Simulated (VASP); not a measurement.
## HfSiO4 (Hafnon): equation of state with PBE

HfSiO4 (Hafnon):

```xyz
12
Lattice="-3.2862 3.2862 2.9816 3.2862 -3.2862 2.9816 3.2862 3.2862 -2.9816" Properties=species:S:1:pos:R:3 pbc="T T T"
Hf    0.0000    0.0000    0.0000
Hf    0.0000    3.2862    1.4908
Si    0.0000    0.0000    2.9816
Si    3.2862    0.0000    1.4908
O     2.0736    3.2862    1.0746
O     3.2863   -1.2126    2.5654
O     1.2126    0.0000    4.0562
O     3.2862    1.2126    2.5654
O     2.0736    0.0000    0.4162
O     0.0000    1.2126    1.9070
O     4.4989    0.0000    0.4162
O     3.2862    2.0736   -1.0746
```

* Program: VASP 6.6.1
* Task: equation of state
* Functional: PBE
* Potentials or basis: VASP PAW PBE potentials, release 64 (Hf_pv, Si, O)
* Cutoff: 520 eV
* k mesh: 6 × 6 × 6
* Occupations: fermi-dirac, width 0.05 eV
* Spin: no spin polarisation
* Further INCAR settings: ALGO = Normal; EDIFF = 1e-07; NBANDS = 50

```
Equilibrium volume                        : 11.00 Å³/atom
Bulk modulus at fixed shape and positions : 234 GPa
Pressure derivative of the bulk modulus   : 4.2
```

Energy against volume, from the lowest point:
```tsv
volume (Å³/atom)	energy (meV/atom)
10.089	63.79
10.304	35.85
10.519	16.45
10.733	4.74
10.948	0.00
11.163	1.53
11.377	8.74
```

All runs of the series together: 14 min on 1 thread of Intel(R) Xeon(R) 6975P-C (Granite Rapids) (shared host).

Caveat: the cell was scaled at fixed shape and fractional positions, which overstates the stiffness of a crystal with free parameters, most of all of layers and chains. Spin-orbit coupling is left out, which matters for the levels of Hf.
